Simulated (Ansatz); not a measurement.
# Ru: restoring forces

Ru is deformed so: atom 2 (Ru) moved by (0.000, 0.000, 0.200) Å. What stress and forces result, by LAPW, PAW and all-electron datasets made for the crystal?

Method: DFT PBE, scalar-relativistic, in Ansatz 0.2.0.

## (1) The starting structure

It takes space group P6_3/mmc (No. 194, hexagonal). Conventional cell: a = 2.706 Å, b = 2.706 Å, c = 4.282 Å, α = 90.00°, β = 90.00°, γ = 120.00°. Ru (site symmetry -6m2) is surrounded by 12 Ru at 2.65 to 2.71 Å.

Structure file:

```
CELL_PARAMETERS angstrom
2.70580 0.00000 0.00000
-1.35290 2.34329 0.00000
0.00000 0.00000 4.28190
ATOMIC_POSITIONS crystal
Ru 0.33333 0.66667 0.25000
Ru 0.66667 0.33333 0.75000
```

Atoms are numbered in the order of the input: Ru1, Ru2.

## (2) After the deformation

Space group P6_3/mmc before, P-3m1 after.

## (3) Full-potential LAPW

The input, input.yaml:

```yaml
crystal:
  lattice:
    - [2.7057993342, 0.0, 0.0]
    - [-1.3528996671, 2.343290961, 0.0]
    - [0.0, 0.0, 4.2819]
  atoms:
    - { symbol: Ru, position: [0.3333333333, 0.6666666667, 0.25] }
    - { symbol: Ru, position: [0.6666666667, 0.3333333333, 0.796708237] }
kpoints:
  mp_grid: { grid: [14, 14, 8] }
scf:
  occupations: { method: fermi_dirac, width: 0.03 }
hamiltonian:
  xc: pbe
  pseudopotentials: { kind: all_electron, lapw: { basis_error: 0.001 } }
output:
  forces: true
  stress: true
  eigenvalues: true
```

## (4) Frozen-core PAW

input.yaml: that of step 3 with these lines changed.

```diff
@@ -14,3 +14,3 @@
   xc: pbe
-  pseudopotentials: { kind: all_electron, lapw: { basis_error: 0.001 } }
+  pseudopotentials: { kind: paw }
 output:
@@ -19 +19,2 @@
   eigenvalues: true
+  efg: { contact_densities: true }
```

## (5) Datasets made for this crystal

input.yaml: that of step 4 with these lines changed.

```diff
@@ -14,3 +14,3 @@
   xc: pbe
-  pseudopotentials: { kind: paw }
+  pseudopotentials: { kind: all_electron, datasets: crystal }
 output:
```

(Steps that only read results are left out.)

Q: Predict the outcome of this session. Wanted: pressure; largest shear or deviatoric stress; force on Ru2 along the move.

**Answer**, as computed:

```
                                 quantity                                              value
                                 pressure  LAPW 11.94, PAW 12.01, crystal datasets 11.95 GPa
largest shear or deviatoric stress (LAPW)                                           6.53 GPa
              force on Ru2 along the move                                        -2.828 eV/Å
```

What this shows: The force on Ru2 points against the move; no run of the undisplaced cell is shown, so any force that was there before is in it. No run of the undeformed cell stands beside it, so the pressure holds what the given cell had before the change. PAW: stress within 0.08 GPa of LAPW, forces within 2 meV/Å. Crystal datasets: stress within 0.01 GPa of LAPW, forces within 1 meV/Å.
